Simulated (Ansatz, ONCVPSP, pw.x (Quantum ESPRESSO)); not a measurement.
What a changed setting does to a pw.x run (diamond Ga)

Potential: optimised norm-conserving Vanderbilt (ONCV), ONCVPSP 4.0.1, PBE; core [Ar] 3d10, reference 4s2 4p1; waves: 4s: rc 1.70 bohr, ncon 5, nbas 8, qcut 3.6 1/bohr, 2 projectors, debl 1.2 Ha; 4p: rc 2.05 bohr, ncon 3, nbas 7, qcut 3.7 1/bohr, 2 projectors, debl 1.2 Ha; d scattering state at 0.06 Ha: rc 2.20 bohr, ncon 3, nbas 6, qcut 5 1/bohr, 2 projectors, debl 2.4 Ha; local part: polynomial inside 1.35 bohr (lpopt 5, dvloc0 1 Ha); core correction: Teter function, fcfact 2, rcfact 1.1.

The reference run (k-mesh 8³, cutoffs 70/280 Ry, Fermi–Dirac 0.01 Ry, mixing_beta 0.4, conv_thr 1e-9, no spin) gives -0.17 GPa at 25.416 Å³/atom, where all-electron LAPW gives 0.05 GPa. This run, with its own iteration cap, changes diagonalization to cg.

```
&control
  calculation='scf', prefix='x', pseudo_dir='./', outdir='./tmp', tstress=.true., disk_io='none'
/
&system
  ibrav=0, nat=2, ntyp=1, ecutwfc=70, ecutrho=280, nbnd=10,
  occupations='smearing', smearing='fd', degauss=0.01
/
&electrons
  conv_thr=1e-09, mixing_beta=0.4, electron_maxstep=50, diagonalization='cg'
/
ATOMIC_SPECIES
Ga 1.0 Ga.UPF
CELL_PARAMETERS angstrom
  0.00000000 2.94014715 2.94014715
  2.94014715 0.00000000 2.94014715
  2.94014715 2.94014715 0.00000000
ATOMIC_POSITIONS crystal
Ga 0.0000 0.0000 0.0000
Ga 0.2500 0.2500 0.2500
K_POINTS automatic
8 8 8 0 0 0
```

```bash
pw.x < Ga.scf.in > Ga.scf.out
```

Task: How does the run end?

Result: It converges in 6 iterations; the free energy moves by +0.0 meV/atom and the pressure by +0.00 GPa. The result is that of the reference run.

```
Message from routine setup:
     using ibrav=0 with symmetry is DISCOURAGED, use correct ibrav instead
     lattice parameter (alat)  =       7.8575  a.u.
     unit-cell volume          =     343.0313 (a.u.)^3
     number of electrons       =         6.00
     number of Kohn-Sham states=           10
     kinetic-energy cutoff     =      70.0000  Ry
     charge density cutoff     =     280.0000  Ry
     scf convergence threshold =      1.0E-09
     Exchange-correlation= PBE
     number of k points=    29  Fermi-Dirac smearing, width (Ry)=  0.0100
     iteration #  1     ecut=    70.00 Ry     beta= 0.40
     c_bands:  1 eigenvalues not converged
     total energy              =      -9.24487686 Ry
     estimated scf accuracy    <       0.00580440 Ry
     iteration #  2     ecut=    70.00 Ry     beta= 0.40
     total energy              =      -9.24523982 Ry
     estimated scf accuracy    <       0.00212155 Ry
     iteration #  3     ecut=    70.00 Ry     beta= 0.40
     total energy              =      -9.24528962 Ry
     estimated scf accuracy    <       0.00000069 Ry
     iteration #  4     ecut=    70.00 Ry     beta= 0.40
     c_bands:  1 eigenvalues not converged
     total energy              =      -9.24534058 Ry
     estimated scf accuracy    <       0.00000037 Ry
     iteration #  5     ecut=    70.00 Ry     beta= 0.40
     total energy              =      -9.24534067 Ry
     estimated scf accuracy    <       0.00000002 Ry
     iteration #  6     ecut=    70.00 Ry     beta= 0.40
     the Fermi energy is     2.7887 ev
!    total energy              =      -9.24534068 Ry
     estimated scf accuracy    <          5.7E-10 Ry
     smearing contrib. (-TS)   =      -0.00598976 Ry
     The total energy is F=E-TS. E is the sum of the following terms:
     one-electron contribution =       2.62395492 Ry
     hartree contribution      =       0.47956297 Ry
     xc contribution           =      -3.61706851 Ry
     ewald contribution        =      -8.72580030 Ry
     convergence has been achieved in   6 iterations
          total   stress  (Ry/bohr**3)                   (kbar)     P=       -1.74
     Message from routine punch:
     Nothing written, as per user request (disk_io='none')
```

The run took about 50 s on one core of a shared host (Intel(R) Xeon(R) Processor @ 2.60GHz, 24 threads, 31 GiB, load 23).
